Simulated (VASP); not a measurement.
# Al2O3 (P-6m2) in VASP: notebook

One crystal, Al2O3, is run at these levels: LDA; tasks: single point.

Program: VASP 6.6.1. These are calculated values, not measurements. Logs are shortened: lines on timing, memory, paths and dates and some standing lists are left out, and cuts for length are marked.

### Step 1. Starting point

The structure is hexagonal, space group P-6m2 (No. 187). Conventional cell: a = 2.884 Å, b = 2.884 Å, c = 9.337 Å, α = 90.00°, β = 90.00°, γ = 120.00°. Al (site symmetry 3m) has 3 O at 1.80 Å as nearest neighbours. Around O (site symmetry 3m) lie 3 Al at 1.80 Å. O (site symmetry -6m2) has 6 Al at 2.18 Å as nearest neighbours.

Measurements of this composition are mostly on another form, of space group No. 167.

### Step 2. Single point, LDA

INCAR

```
SYSTEM = Al2O3
PREC     = Accurate       ! precision mode
ENCUT    = 400            ! plane-wave cutoff, eV
EDIFF    = 1E-7           ! SCF threshold, eV
ISMEAR   = 0              ! smearing method
SIGMA    = 0.05           ! smearing width, eV
LREAL    = Auto         
LASPH    = .TRUE.         ! aspherical terms in the spheres
NELM     = 100            ! most SCF steps
ALGO     = Normal         ! electronic algorithm
ISIF     = 2              ! what is computed and relaxed
LWAVE    = .FALSE.        ! write WAVECAR
LCHARG   = .FALSE.        ! write CHGCAR
GGA      = CA             ! functional
NBANDS   = 20             ! bands
ADDGRID  = .FALSE.
```

KPOINTS

```
Automatic mesh
0
G
  8 8 2
  0 0 0
```

POSCAR

```
Al2O3
1.0
    2.8843249483      0.0000000000      0.0000000000
   -1.4421624742      2.4978986780      0.0000000000
    0.0000000000      0.0000000000      9.3367544600
Al O
2 3
Direct
    0.0000000000      0.0000000000      0.8500076700
    0.0000000000      0.0000000000      0.1499923300
    0.3333333333      0.6666666667      0.7776830800
    0.6666666667      0.3333333333      0.0000000000
    0.3333333333      0.6666666667      0.2223169200
```

Potentials or basis: VASP PAW LDA potentials, release 64 (Al, O).

Launch:

```
cat potpaw_LDA.64/Al/POTCAR potpaw_LDA.64/O/POTCAR > POTCAR
mpirun -np 1 vasp_std > vasp.out
```

OUTCAR:

```text
SYSTEM = Al2O3
   PREC = Accurate
   ENCUT = 400
   EDIFF = 1E-7
   ISMEAR = 0
   LREAL = Auto
   LASPH = .TRUE.
   NELM = 100
   ISIF = 2
   GGA = CA

 Found     20 irreducible k-points:

 Following reciprocal coordinates:
            Coordinates               Weight
  0.000000  0.000000  0.000000      1.000000
  0.125000 -0.000000  0.000000      6.000000
  0.250000 -0.000000  0.000000      6.000000
  0.375000  0.000000  0.000000      6.000000
  0.500000 -0.000000  0.000000      3.000000
  0.125000  0.125000  0.000000      6.000000
   k-points           NKPTS =     20   k-points in BZ     NKDIM =     20   number of bands    NBANDS=     20
   number of dos      NEDOS =    301   number of ions     NIONS =      5
   total plane-waves  NPLWV =  25600
   dimension x,y,z NGX =    20 NGY =   20 NGZ =   64
   dimension x,y,z NGXF=    40 NGYF=   40 NGZF=  128
   ions per type =               2   3
   NGX,Y,Z   is equivalent  to a cutoff of  11.53, 11.53, 11.40 a.u.
   NGXF,Y,Z  is equivalent  to a cutoff of  23.06, 23.06, 22.79 a.u.
 SYSTEM =  Al2O3
   PREC   = accura    normal or accurate (medium, high low for compatibility)
   ISTART =      0    job   : 0-new  1-cont  2-samecut
   ICHARG =      2    charge: 1-file 2-atom 10-const
   ISPIN  =      1    spin polarized calculation?
   LNONCOLLINEAR =      F non collinear calculations
   LSORBIT =      F    spin-orbit coupling
   LASPH  =      T    aspherical Exc in radial PAW
   ENCUT  =  400.0 eV  29.40 Ry    5.42 a.u.   4.70  4.70 15.23*2*pi/ulx,y,z
   NELM   =    100;   NELMIN=  2; NELMDL= -5     # of ELM steps
   EDIFF  = 0.1E-06   stopping-criterion for ELM
   LREAL  =      T    real-space projection
   EDIFFG = 0.1E-05   stopping-criterion for IOM
   NSW    =      0    number of steps for IOM
   IBRION =     -1    ionic relax: 0-MD 1-quasi-New 2-CG
   NFREE  =      0    steps in history (QN), initial steepest desc. (CG)
   ISIF   =      2    stress and relaxation
   ISYM   =      2    0-nonsym 1-usesym 2-fastsym
   POTIM  = 0.5000    time-step for ionic-motion
   TEBEG  =    0.0;   TEEND  =   0.0 temperature during run
   PSTRESS=    0.0 pullay stress
   NELECT =      24.0000    total number of electrons
   NUPDOWN=      -1.0000    fix difference up-down
   EMIN   =  10.00;   EMAX   =-10.00  energy-range for DOS
   EFERMI =   0.00;   METHOD = LEGACY
   ISMEAR =     0;   SIGMA  =   0.05  broadening in eV -4-tet -1-fermi 0-gaus
   EFERMI_NEDOS =   21; number of points for ismear=-14 and -15
   IALGO  =     38    algorithm
   IMIX   =      4    mixing-type and parameters
     AMIX     =   0.40;   BMIX     =  1.00
     AMIX_MAG =   1.60;   BMIX_MAG =  1.00
  volume/ion in A,a.u.               =      13.45        90.79
  Fermi-wavevector in a.u.,A,eV,Ry     =   1.161111  2.194181 18.343074  1.348178
  Thomas-Fermi vector in A             =   2.297686
   LORBIT       =      0    0 simple, 1 ext, 2 COOP (PROOUT), +10 PAW based schemes
   GGA     = CA    functional components
   LHFCALC =     F    Hartree Fock is set to
   AEXX    =    0.0000 exact exchange contribution
   IVDW    =     0    specifies the selected vdW correction
   LEPSILON=     F    determine dielectric tensor
   LRPA    =     F    only Hartree local field effects (RPA)
 non-spin polarized calculation
 Gauss-broadening in eV      SIGMA  =   0.05
  energy-cutoff  :      400.00
  volume of cell :       67.27
 maximum number of plane-waves:      1243
 NGX is ok and might be reduce to    20
   NGX =  9   NGY =  9   NGZ = 31

 number of electron      24.0000010 magnetization

 Free energy of the ion-electron system (eV)
  ---------------------------------------------------
  ext. energy  EPLUGINS =         0.00000000
  ---------------------------------------------------
  free energy    TOTEN  =       -40.16701319 eV

  energy without entropy =      -40.16701319  energy(sigma->0) =      -40.16701319

 E-fermi :   0.8536     XC(G=0):  -8.8986

 val. band max:        0.5524988240   @ k =   0.1250   0.1250   0.0000
 cond. band min:       5.2976922357   @ k =   0.0000   0.0000   0.0000
 fundamental gap:      4.7451934116
 Fermi energy:         0.8535937285

 k-point     1 :       0.0000    0.0000    0.0000
  band No.  band energies     occupation
      1     -17.9109      2.00000
      2     -16.8553      2.00000
      3     -15.6233      2.00000
      4      -4.4358      2.00000
      5      -1.5577      2.00000
      6      -0.9367      2.00000
[... 12 lines left out ...]
     19      15.1706      0.00000
     20      15.1764      0.00000

 k-point     2 :       0.1250   -0.0000    0.0000
  band No.  band energies     occupation
      1     -17.7157      2.00000
      2     -16.7087      2.00000
      3     -15.5516      2.00000
      4      -4.3322      2.00000
      5      -2.0742      2.00000
      6      -1.4298      2.00000
[... 12 lines left out ...]
     19      13.9063      0.00000
     20      15.0270      0.00000

 k-point     3 :       0.2500   -0.0000    0.0000
  band No.  band energies     occupation
      1     -17.1844      2.00000
      2     -16.3317      2.00000
      3     -15.4010      2.00000
      4      -4.3343      2.00000
      5      -3.5289      2.00000
      6      -2.4873      2.00000
[... 12 lines left out ...]
     19      13.2592      0.00000
     20      13.9017      0.00000

 k-point     4 :       0.3750    0.0000    0.0000
  band No.  band energies     occupation
      1     -16.4895      2.00000
      2     -15.9110      2.00000
      3     -15.3455      2.00000
      4      -4.9378      2.00000
      5      -4.8988      2.00000
      6      -3.4843      2.00000
[... 12 lines left out ...]
     19      13.3855      0.00000
     20      14.4859      0.00000

 k-point     5 :       0.5000   -0.0000    0.0000
  band No.  band energies     occupation
      1     -16.0574      2.00000
      2     -15.7194      2.00000
      3     -15.4416      2.00000
      4      -5.4404      2.00000
      5      -5.2992      2.00000
      6      -3.8682      2.00000
[... 12 lines left out ...]
     19      13.9249      0.00000
     20      14.2062      0.00000

 k-point     6 :       0.1250    0.1250    0.0000
  band No.  band energies     occupation
      1     -17.3525      2.00000
      2     -16.4470      2.00000
      3     -15.4405      2.00000
      4      -4.2616      2.00000
      5      -2.8967      2.00000
      6      -2.4322      2.00000
[... 12 lines left out ...]
     19      13.3346      0.00000
     20      14.0189      0.00000

 [... further k-points ...]
[... 5 lines left out ...]
  --------------------------------------------------------------------------------------
  -------------------------------------------------------------------------------------
  Total       -4.6782438     -4.6782438     -3.8743794      0.0000000      0.0000000      0.0000000
  in kB     -111.4239344   -111.4239344    -92.2779181      0.0000000      0.0000000      0.0000000
  external PRESSURE =    -105.0419290 kB  Pullay stress =       0.0000000 kB

 VOLUME and BASIS-vectors are now :
 -----------------------------------------------------------------------------
  energy-cutoff  :      400.00
  volume of cell :       67.27
      direct lattice vectors                 reciprocal lattice vectors
     2.884324948  0.000000000  0.000000000     0.346701574  0.200168247  0.000000000
    -1.442162474  2.497898678  0.000000000     0.000000000  0.400336494  0.000000000
     0.000000000  0.000000000  9.336754460     0.000000000  0.000000000  0.107103598

 POSITION                                       TOTAL-FORCE (eV/Angst)
 -----------------------------------------------------------------------------------
      0.00000      0.00000      7.93631        -0.000000     -0.000000     -0.021486
      0.00000      0.00000      1.40044        -0.000000     -0.000000      0.021486
     -0.00000      1.66527      7.26104        -0.000000      0.000000      0.489257
      1.44216      0.83263      0.00000         0.000000      0.000000      0.000000
     -0.00000      1.66527      2.07572        -0.000000      0.000000     -0.489257
 -----------------------------------------------------------------------------------
    total drift:                               -0.000000      0.000000     -0.000000

  FREE ENERGIE OF THE ION-ELECTRON SYSTEM (eV)
  ---------------------------------------------------
  free  energy   TOTEN  =       -40.1670131867 eV

  energy  without entropy=      -40.1670131867  energy(sigma->0) =      -40.16701319
```

Run time: 27 s. Hardware: 1 thread of Intel Xeon Platinum 8488C (Sapphire Rapids), shared host; peak memory 0.14 GiB.

These settings aren't checked as converged: the numbers below hold their error.

What came out:

```yaml
Free_energy: -40.1670 eV
Largest_force: 0.489 eV/Å
Band_gap_on_the_k_mesh: 4.75 eV, indirect (least direct gap 5.00 eV)
```

Caveat: the cutoff is under 1.25 times the usual one of these potentials, so pressure, stress and relaxed cells hold a basis-set (Pulay) error.

### Step 3. Single point, LDA

INCAR: that of step 2 with these lines changed.

```diff
@@ -3,6 +3,6 @@
 ENCUT    = 400            ! plane-wave cutoff, eV
-EDIFF    = 1E-7           ! SCF threshold, eV
+EDIFF    = 0.001          ! SCF threshold, eV
 ISMEAR   = 0              ! smearing method
 SIGMA    = 0.05           ! smearing width, eV
-LREAL    = Auto         
+LREAL    = .FALSE.        ! projectors in reciprocal space
 LASPH    = .TRUE.         ! aspherical terms in the spheres
```

KPOINTS is that of step 2.

POSCAR is that of step 2.

Potentials or basis: VASP PAW LDA potentials, release 64 (Al, O).

Launch:

```
cat potpaw_LDA.64/Al/POTCAR potpaw_LDA.64/O/POTCAR > POTCAR
mpirun -np 1 vasp_std > vasp.out
```

Wall time 12 s (1 thread of Intel Xeon Platinum 8488C (Sapphire Rapids), shared host); peak memory 0.14 GiB.

These settings aren't checked as converged: the numbers below hold their error.

Results:

| Property | Result |
| --- | --- |
| Free energy | -40.1644 eV |
| Largest force | 0.551 eV/Å |
| Band gap on the k mesh | 4.72 eV, indirect (least direct gap 4.96 eV) |

Caveat: the cutoff is under 1.25 times the usual one of these potentials, so pressure, stress and relaxed cells hold a basis-set (Pulay) error.

### Step 4. The reference run

An earlier run on the cell as given: functional PBE; potentials or basis VASP PAW PBE potentials, release 64 (Al, O); cutoff 520 eV; k mesh 11 × 11 × 3; occupations fermi-dirac, width 0.05 eV; no spin polarisation.

* Pressure: 0.1 GPa
* Largest force: 0.012 eV/Å
* Band gap on the k mesh: 4.77 eV, indirect (least direct gap 5.01 eV)
